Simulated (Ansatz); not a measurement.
A generator proposed this cell of ZrB2.

```xyz
6
Lattice="2.3207 1.3399 3.8810 -2.3207 1.3399 3.8810 0.0000 -2.6797 3.8810" Properties=species:S:1:pos:R:3 pbc="T T T"
Zr    0.0000    0.0000    3.2553
Zr    0.0000    0.0000    8.3878
B     0.0000    0.0000    5.8215
B     0.0000    0.0000    0.0000
B     0.0000    0.0000    1.6414
B     0.0000    0.0000   10.0017
```

The calculation used DFT PBE, scalar-relativistic, plane waves, PAW in Ansatz 0.2.0. Plane waves to 420 eV, a k mesh through Γ of 6×6×6 on the computed 6-atom cell and Gaussian smearing (0.10 eV); no spin polarisation.

Energies over the elements count from the elements' standard structures at the same level, with no fitted energy shifts.

Q: What does a single point on this coarse mesh give?

A: The pressure is 33.3 GPa (the mean over three directions, positive in compression), the largest force is 19.54 eV/Å, and the energy is +2.30 eV/atom against the elements. The shortest distance is 1.61 Å, so close that the PAW spheres overlap strongly and these values are rough.

Q: Is it a good guess?

A: A poor one: relaxing gains about 2.2 eV/atom (the start's value is from the coarse mesh, so the gain is rough) in 18 ionic steps and ends at +0.11 eV/atom on the finer mesh. The symmetry stays R-3m (No. 166). The volume per atom grows by 1.7 %, from 12.1 to 12.3 Å³. The shortest distance goes from 1.61 Å (Zr–B) to 1.62 Å (B–B). The ratio c/a of the conventional cell changes by a factor of 1.61. Conventional cell: a = 3.981 Å, c = 16.091 Å. Zr has 4 B at 2.31–2.32 Å and 6 B at 2.62–2.70 Å; B on a site of symmetry -3m is surrounded by 6 B at 2.53 Å and 6 Zr at 2.62 Å; B on a second site of symmetry -3m has 2 B at 1.62 Å and 6 Zr at 2.70 Å; 1 more site not described.

The last run used a 12×12×12 mesh for its 6-atom cell and Gaussian smearing of 0.10 eV. The relaxation can't lower the symmetry of the start, and the grade says only how near the guess is to its own end. A structure relaxed within its symmetry needn't be a true minimum. Another cell of ZrB2 relaxed alike, in P6/mmm (a cell as deposited in COD), lies 1.13 eV/atom lower, so this cell isn't the stable form at this level.
